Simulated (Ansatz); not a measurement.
Zinc-blende AlSb was calculated with HSE06 (Ansatz, a first-principles code, plane waves, PAW).

Input file:

Ansatz 0.2 input:
```yaml
crystal:
  lattice:
    - [0.0, 3.1100993969, 3.1100993969]
    - [3.1100993969, 0.0, 3.1100993969]
    - [3.1100993969, 3.1100993969, 0.0]
  atoms:
    - { symbol: Al, position: [0.0, 0.0, 0.0] }
    - { symbol: Sb, position: [0.25, 0.25, 0.25] }
basis:
  ecutwfc: 460
  ecutrho_ratio: 4
  xc_grid: 2
kpoints:
  mp_grid: { grid: [8, 8, 8] }
hamiltonian:
  xc: hse06
  dispersion: none
  pseudopotentials: { kind: paw }
scf:
  occupations: { method: fermi_dirac, width: 0.01 }
  convergence: { dr2_threshold: 0.0000000002 }
output:
  forces: true
  stress: true
  eigenvalues: true
```

Q: How many irreducible k-points, plane waves at Γ does the program set up, and what pressure does the run end with?

A: 29 irreducible k-points, 1363 plane waves at Γ; P = -1.32 GPa, so the cell is stretched on average and its volume would shrink at this level.

The run printed, among other lines:

```
WARN output.stress: scf.exx.energy_threshold = 1e-6 eV is looser than the 2e-8 eV advised for a stress under a hybrid functional (1e-8 eV for each atom of the …
Crystal: 2 atoms, lattice volume = 60.166 Å³
Basis set: ecut = 460 eV, 1363 PW (Γ), exchange–correlation on 64×64×64 points (8 copies of the dense FFT grid, shifted against one another)
Bands: 13, of which v1, the nominal top of the filled ones, is band 9 counted from 1 (8 counted from 0)
Symmetry: 24 space group operations
Space group: F-43m (ITA 216), of the structure as read, at distance tolerance 3.9e-5 Å
k-points: 29 of 512 (time reversal used)
SCF iter   1: F=—  HF=-7022.336665 eV  |F-HF|=—  |Δ(HF+E_count)|=         —  Δρ=1.72e-3  dr2=3.81e-3
SCF iter   2: F=—  HF=-7022.336548 eV  |F-HF|=—  |Δ(HF+E_count)|=   1.18e-4  Δρ=6.50e-4  dr2=3.88e-4
  ...
Crystal: 2 atoms, lattice volume = 60.166 Å³
Initial density: handed on by an earlier stage of this run
Crystal: 2 atoms, lattice volume = 60.166 Å³
SCF iter   4: F=—  HF=-7027.150271 eV  |F-HF|=—  |Δ(HF+E_count)|=  3.44e-10  Δρ=7.72e-7  dr2=3.38e-10
SCF iter   5: F=-7027.150271 eV  HF=-7027.150271 eV  |F-HF|=1.82e-12  |Δ(HF+E_count)|=  1.24e-10  Δρ=2.17e-7  dr2=6.79e-11
SCF 3 converged in 5 iterations: F = -7027.150271 eV  dr2 = 6.79e-11
Free energy (F): -7027.150271 eV
Internal energy: -7027.150271 eV  (E = F + TS)
E sigma→0 (E₀):  -7027.150271 eV
Fermi energy:    6.353267 eV
--- Forces (eV/Å), atoms counted from 1 ---
  atom   1  Al     0.00000000    -0.00000000     0.00000000
  atom   2  Sb    -0.00000000    -0.00000000     0.00000000
--- Stress (GPa, compression-positive) ---
       -1.318914       0.000000       0.000000
        0.000000      -1.318914       0.000000
        0.000000       0.000000      -1.318914
  P = ⅓ Tr σ = -1.3189 GPa (-13.189 kbar)
```

The cell is one volume of an energy–volume scan, off the minimum.

The PAW data were made under PBE.

Computing time: around 3 core-minutes (rough).
